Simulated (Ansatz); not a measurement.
# WS2: the cost of one run

Method: DFT r2SCAN, scalar-relativistic, plane waves, PAW, in Ansatz 0.2.0.

1 further run of the same task is left out (set aside as unsound or not needed).

**1. The structure to begin with**

The structure is trigonal, space group P-3m1 (No. 164). The conventional cell has a = 3.181 Å, b = 3.181 Å, c = 23.688 Å, α = 90.00°, β = 90.00°, γ = 120.00°. W (site symmetry 3m) has 6 S at 2.41 Å as nearest neighbours. Around S (site symmetry 3m) lie 3 W at 2.41 Å.

Coordinates:

```xyz
6
Lattice="3.1814 0.0000 0.0000 -1.5907 2.7552 0.0000 0.0000 0.0000 23.6881" Properties=species:S:1:pos:R:3 pbc="T T T"
W     0.0000    1.8368   15.1117
W     1.5907    0.9184    8.5764
S     0.0000    1.8368    7.0174
S     1.5907    0.9184   13.5521
S     0.0000    1.8368   10.1361
S     1.5907    0.9184   16.6707
```

It goes back to an entry of the Materials Project, which need not be the stable form.

It is the result of an earlier relaxation at this level (volume 34.61 Å³/atom; gap on the mesh: 1.58 eV).

**2. Setting up a one-atom displacement scan**

Atom 4 (S) is moved by x along the Cartesian unit vector (0.000, 0.000, 1.000); the cell and all other atoms stay fixed. Forces below are components along that vector, summed over the moved atoms. In a periodic cell its images move with it.

**3. At x = -0.300 Å**

input.yaml reads:

```yaml
crystal:
  lattice:
    - [3.1814117282, 0.0, 0.0]
    - [-1.5907058641, 2.7551833765, 0.0]
    - [0.0, 0.0, 23.6881463475]
  atoms:
    - { symbol: W, position: [0.3333333333, 0.6666666667, 0.6379434935] }
    - { symbol: W, position: [0.6666666667, 0.3333333333, 0.3620565065] }
    - { symbol: S, position: [0.3333333333, 0.6666666667, 0.2962425097] }
    - { symbol: S, position: [0.6666666667, 0.3333333333, 0.5594392602] }
    - { symbol: S, position: [0.3333333333, 0.6666666667, 0.4278961777] }
    - { symbol: S, position: [0.6666666667, 0.3333333333, 0.7037574903] }
basis:
  ecutwfc: 500
kpoints:
  mp_grid: { grid: [12, 12, 2] }
hamiltonian:
  xc: r2scan
scf:
  occupations: { method: gaussian, width: 0.05 }
output:
  forces: true
  stress: true
  eigenvalues: true
```

Started as:

```
$ ansatz run input.yaml --threads 1 --pin off --max-ram 2560MiB --backend cpu --events-out ev --progress --plain --runs-dir out
```

Q: Estimate wall time and peak memory on 1 thread of Intel Xeon at 2.70GHz, shared host.

About 45 s, with a peak of 0.9 GiB.
